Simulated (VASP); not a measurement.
# InP (F-43m) in VASP: a series of runs

The runs below take InP through single point, relaxation of cell and atoms, with PBEsol.

All numbers are computed with VASP 6.6.1; they aren't measurements. Logs are shortened: lines on timing, memory, paths and dates and some standing lists are left out, and cuts for length are marked.

**What was measured.**

A printed reference work, data compilation reports, for a bulk crystal of InP at 1.6 K: band gap 1.4236 eV (direct).

The results are compared with them further down.

## Step 1: The cell of the first run

The structure is cubic, space group F-43m (No. 216). The conventional cell has a = 5.878 Å, b = 5.878 Å, c = 5.878 Å, α = 90.00°, β = 90.00°, γ = 90.00°. In (site symmetry -43m) has 4 P at 2.55 Å within 3.4 Å. Within 3.4 Å of P (site symmetry -43m) lie 4 In at 2.55 Å.

## Step 2: Single point, PBEsol

Contents of INCAR:

```
PREC     = Accurate       # precision mode
ENCUT    = 520            # plane-wave cutoff, eV
EDIFF    = 1E-7           # SCF threshold, eV
ISMEAR   = 0              # smearing method
SIGMA    = 0.02           # smearing width, eV
LREAL    = F              # projectors in reciprocal space
LASPH    = T              # aspherical terms in the spheres
NELM     = 100            # most SCF steps
ALGO     = Normal         # electronic algorithm
ISIF     = 2              # what is computed and relaxed
LWAVE    = F              # write WAVECAR
LCHARG   = T              # write CHGCAR
GGA      = PS             # functional
LELF     = T              # ELF
LVHAR    = T            
NBANDS   = 16             # bands
```

Contents of KPOINTS:

```
Automatic mesh
0
Gamma
  10 10 10
```

Contents of POSCAR:

```
InP
1.0
    0.0000000000      2.9391978095      2.9391978095
    2.9391978095      0.0000000000      2.9391978095
    2.9391978095      2.9391978095      0.0000000000
In P
1 1
Direct
    0.0000000000      0.0000000000      0.0000000000
    0.2500000000      0.2500000000      0.2500000000
```

Potentials or basis: VASP PAW PBE potentials, release 64 (In_d, P).

Launch:

```bash
cat potpaw_PBE.64/In_d/POTCAR potpaw_PBE.64/P/POTCAR > POTCAR
mpirun -np 1 vasp_std > vasp.out
```

OUTCAR:

```text
PREC = Accurate
   ENCUT = 520
   EDIFF = 1E-7
   ISMEAR = 0
   LREAL = F
   LASPH = T
   NELM = 100
   ISIF = 2
   GGA = PS

 ion  position               nearest neighbor table
   1  0.000  0.000  0.000-   2 2.55   2 2.55   2 2.55   2 2.55
   2  0.250  0.250  0.250-   1 2.55   1 2.55   1 2.55   1 2.55

  LATTYP: Found a face centered cubic cell.
 ALAT       =     5.8783956190

  Lattice vectors:

 A1 = (   0.0000000000,   2.9391978095,   2.9391978095)
 A2 = (   2.9391978095,   0.0000000000,   2.9391978095)
 A3 = (   2.9391978095,   2.9391978095,   0.0000000000)

Analysis of symmetry for initial positions (statically):
=====================================================================
 Subroutine PRICEL returns:
 Original cell was already a primitive cell.

 Routine SETGRP: Setting up the symmetry group for a
 face centered cubic supercell.

 Subroutine GETGRP returns: Found 24 space group operations
 (whereof 24 operations were pure point group operations)
 out of a pool of 48 trial point group operations.

The static configuration has the point symmetry T_d .

Analysis of symmetry for dynamics (positions and initial velocities):
=====================================================================
 Subroutine PRICEL returns:
 Original cell was already a primitive cell.

 Routine SETGRP: Setting up the symmetry group for a
 face centered cubic supercell.

 Subroutine GETGRP returns: Found 24 space group operations
 (whereof 24 operations were pure point group operations)
 out of a pool of 48 trial point group operations.

The dynamic configuration has the point symmetry T_d .

 Subroutine INISYM returns: Found 24 space group operations
 (whereof 24 operations are pure point group operations),
 and found     1 'primitive' translations

----------------------------------------------------------------------------------------

                                     Primitive cell

  volume of cell :      50.7828

  direct lattice vectors                    reciprocal lattice vectors
     0.000000000  2.939197809  2.939197809    -0.170114444  0.170114444  0.170114444
     2.939197809  0.000000000  2.939197809     0.170114444 -0.170114444  0.170114444
     2.939197809  2.939197809  0.000000000     0.170114444  0.170114444 -0.170114444

  length of vectors
     4.156653405  4.156653405  4.156653405     0.294646859  0.294646859  0.294646859

  position of ions in fractional coordinates (direct lattice)
     0.000000000  0.000000000  0.000000000
     0.250000000  0.250000000  0.250000000

[... 76 lines left out ...]
   EDIFF  = 0.1E-06   stopping-criterion for ELM
   LREAL  =      F    real-space projection
   EDIFFG = 0.1E-05   stopping-criterion for IOM
   NSW    =      0    number of steps for IOM
   IBRION =     -1    ionic relax: 0-MD 1-quasi-New 2-CG
   NFREE  =      0    steps in history (QN), initial steepest desc. (CG)
   ISIF   =      2    stress and relaxation
   ISYM   =      2    0-nonsym 1-usesym 2-fastsym
   POTIM  = 0.5000    time-step for ionic-motion
   TEBEG  =    0.0;   TEEND  =   0.0 temperature during run
   PSTRESS=    0.0 pullay stress
   NELECT =      18.0000    total number of electrons
   NUPDOWN=      -1.0000    fix difference up-down
   EMIN   =  10.00;   EMAX   =-10.00  energy-range for DOS
   EFERMI =   0.00;   METHOD = LEGACY
   ISMEAR =     0;   SIGMA  =   0.02  broadening in eV -4-tet -1-fermi 0-gaus
   EFERMI_NEDOS =   21; number of points for ismear=-14 and -15
   IALGO  =     38    algorithm
   IMIX   =      4    mixing-type and parameters
     AMIX     =   0.40;   BMIX     =  1.00
     AMIX_MAG =   1.60;   BMIX_MAG =  1.00
  volume/ion in A,a.u.               =      25.39       171.35
  Fermi-wavevector in a.u.,A,eV,Ry     =   1.158582  2.189403 18.263273  1.342313
  Thomas-Fermi vector in A             =   2.295183
   LORBIT       =      0    0 simple, 1 ext, 2 COOP (PROOUT), +10 PAW based schemes
   GGA     = PS    functional components
   LHFCALC =     F    Hartree Fock is set to
   AEXX    =    0.0000 exact exchange contribution
   IVDW    =     0    specifies the selected vdW correction
   LEPSILON=     F    determine dielectric tensor
   LRPA    =     F    only Hartree local field effects (RPA)
 non-spin polarized calculation
 Gauss-broadening in eV      SIGMA  =   0.02
  energy-cutoff  :      520.00
  volume of cell :       50.78
 maximum number of plane-waves:      1387
   NGX = 15   NGY = 15   NGZ = 15

 number of electron      18.0000007 magnetization

 Free energy of the ion-electron system (eV)
  ---------------------------------------------------
  ext. energy  EPLUGINS =         0.00000000
  ---------------------------------------------------
  free energy    TOTEN  =        -9.15672439 eV

  energy without entropy =       -9.15672439  energy(sigma->0) =       -9.15672439

 E-fermi :   5.0992     XC(G=0):  -9.4402

 val. band max:        4.9939736854   @ k =   0.0000   0.0000   0.0000
 cond. band min:       5.5614427269   @ k =   0.0000   0.0000   0.0000
 fundamental gap:      0.5674690416
 Fermi energy:         5.0992187536

 k-point     1 :       0.0000    0.0000    0.0000
  band No.  band energies     occupation
      1      -9.1361      2.00000
      2      -9.1361      2.00000
      3      -9.1361      2.00000
      4      -8.9858      2.00000
      5      -8.9858      2.00000
      6      -6.4930      2.00000
[... 433 lines left out ...]
      3      -9.0574      2.00000
      4      -9.0208      2.00000
      5      -8.9596      2.00000
      6      -4.8272      2.00000
[... 8 lines left out ...]
     15      15.5819      0.00000
     16      17.5799      0.00000

 [... further k-points ...]

------------------------ aborting loop because EDIFF is reached ----------------------------------------

  FORCE on cell =-STRESS in cart. coord.  units (eV):
  Direction    XX          YY          ZZ          XY          YZ          ZX
  --------------------------------------------------------------------------------------
  -------------------------------------------------------------------------------------
  Total       -0.0055786     -0.0055786     -0.0055786     -0.0000000      0.0000000     -0.0000000
  in kB       -0.1760029     -0.1760029     -0.1760029     -0.0000000      0.0000000     -0.0000000
  external PRESSURE =      -0.1760029 kB  Pullay stress =       0.0000000 kB

 VOLUME and BASIS-vectors are now :
 -----------------------------------------------------------------------------
  energy-cutoff  :      520.00
  volume of cell :       50.78
      direct lattice vectors                 reciprocal lattice vectors
     0.000000000  2.939197809  2.939197809    -0.170114444  0.170114444  0.170114444
     2.939197809  0.000000000  2.939197809     0.170114444 -0.170114444  0.170114444
     2.939197809  2.939197809  0.000000000     0.170114444  0.170114444 -0.170114444

 POSITION                                       TOTAL-FORCE (eV/Angst)
 -----------------------------------------------------------------------------------
      0.00000      0.00000      0.00000        -0.000000     -0.000000     -0.000000
      1.46960      1.46960      1.46960         0.000000      0.000000      0.000000
 -----------------------------------------------------------------------------------
    total drift:                               -0.000000     -0.000000     -0.000000

  FREE ENERGIE OF THE ION-ELECTRON SYSTEM (eV)
  ---------------------------------------------------
  free  energy   TOTEN  =        -9.1567243948 eV

  energy  without entropy=       -9.1567243948  energy(sigma->0) =       -9.15672439
```

It took 16 s on 1 thread of Intel Xeon 6975P-C (Granite Rapids), shared host; peak memory 0.19 GiB.

Results:

```yaml
Free_energy: -9.1567 eV
Pressure: 0.0 GPa
Band_gap_on_the_k_mesh: 0.57 eV
```

Caveat: semilocal functionals underestimate gaps, and a narrow one can read as zero; the PAW data sets were made with another functional, which shifts forces and pressure a little; spin-orbit coupling is left out, which moves the levels of the heavy elements.

## Step 3: Relaxation of cell and atoms, PBEsol

This run uses another cell than the first one, of 25.17 Å³/atom.

Contents of INCAR:

```
SYSTEM = InP
ALGO     = Normal         ! electronic algorithm
EDIFF    = 1E-6           ! SCF threshold, eV
EDIFFG   = -0.01          ! ionic threshold
ENCUT    = 600            ! plane-wave cutoff, eV
GGA      = PS             ! functional
IBRION   = 2              ! ionic algorithm
ISIF     = 3              ! what is computed and relaxed
ISMEAR   = 0              ! smearing method
LASPH    = .TRUE.         ! aspherical terms in the spheres
LCHARG   = .FALSE.        ! write CHGCAR
LREAL    = .FALSE.        ! projectors in reciprocal space
LWAVE    = .FALSE.        ! write WAVECAR
NELM     = 60             ! most SCF steps
NSW      = 80             ! ionic steps
PREC     = Accurate       ! precision mode
SIGMA    = 0.02           ! smearing width, eV
```

Contents of KPOINTS:

```
k-points
0
G
  10 10 10
  0 0 0
```

Contents of POSCAR:

```
InP
1.0
    0.0000000000      2.9305000000      2.9305000000
    2.9305000000      0.0000000000      2.9305000000
    2.9305000000      2.9305000000      0.0000000000
In P
1 1
Direct
    0.0000000000      0.0000000000      0.0000000000
    0.2500000000      0.2500000000      0.2500000000
```

Potentials or basis: VASP PAW PBE potentials, release 64 (In_d, P).

Launch:

```bash
cat potpaw_PBE.64/In_d/POTCAR potpaw_PBE.64/P/POTCAR > POTCAR
mpirun -np 1 vasp_std > vasp.out
```

Run time: 37 s. Hardware: 1 thread of Intel Xeon 6975P-C (Granite Rapids), shared host; peak memory 0.23 GiB.

It converged, with:

```yaml
Free_energy: -9.1570 eV
Relaxed_volume: 25.40 Å³/atom
Relaxed_cell: a = 4.157 Å, b = 4.157 Å, c = 4.157 Å, α = 60.00°, β = 60.00°, γ = 60.00°
Space_group_after_relaxing_to_0.1_Å: F-43m (No. 216)
Energy_gained_by_relaxing: 0.4 meV/atom
Ionic_steps: 3
Pressure_after_relaxing: 0.0 GPa
Band_gap_on_the_k_mesh: 0.57 eV
```

Step by step:
| step | energy change (eV) | largest force (eV/Å) | pressure (GPa) | volume (Å³) |
| --- | --- | --- | --- | --- |
| 1 | 0.0000 | 0.0000 | 0.62 | 50.33 |
| 2 | -0.0006 | 0.0000 | -0.31 | 51.05 |
| 3 | -0.0009 | 0.0000 | -0.01 | 50.80 |

Final structure:
```
CELL_PARAMETERS angstrom
0.00000 2.93945 2.93945
2.93945 0.00000 2.93945
2.93945 2.93945 0.00000
ATOMIC_POSITIONS crystal
In 0.00000 0.00000 0.00000
P 0.25000 0.25000 0.25000
```

Levels at points of the mesh, in eV from the valence-band top:
```tsv
k point	band 7	band 8	band 9	band 10	band 11	band 12
(0.00, 0.00, 0.00)	0.00	0.00	0.00	0.57	4.02	4.02
(0.50, 0.00, 0.00)	-5.75	-0.97	-0.97	1.38	4.74	4.74
(0.50, 0.50, 0.00)	-5.78	-2.32	-2.32	1.65	2.17	9.04
```

Caveat: semilocal functionals underestimate gaps, and a narrow one can read as zero; the PAW data sets were made with another functional, which shifts forces and pressure a little; spin-orbit coupling is left out, which moves the levels of the heavy elements. Expect the measured gap to be larger: semilocal functionals such as PBEsol lack the derivative discontinuity.

## Step 4: Comparison with measurements

Step 2. A measured gap of InP is 1.4236 eV (direct; 1.6 K; a printed reference work, data compilation); the calculated 0.57 eV misses it by -0.86 eV. Spin-orbit coupling on In is left out. The value is that of PBEsol, without temperature or zero-point motion. Semilocal functionals fall short of measured gaps as a rule.
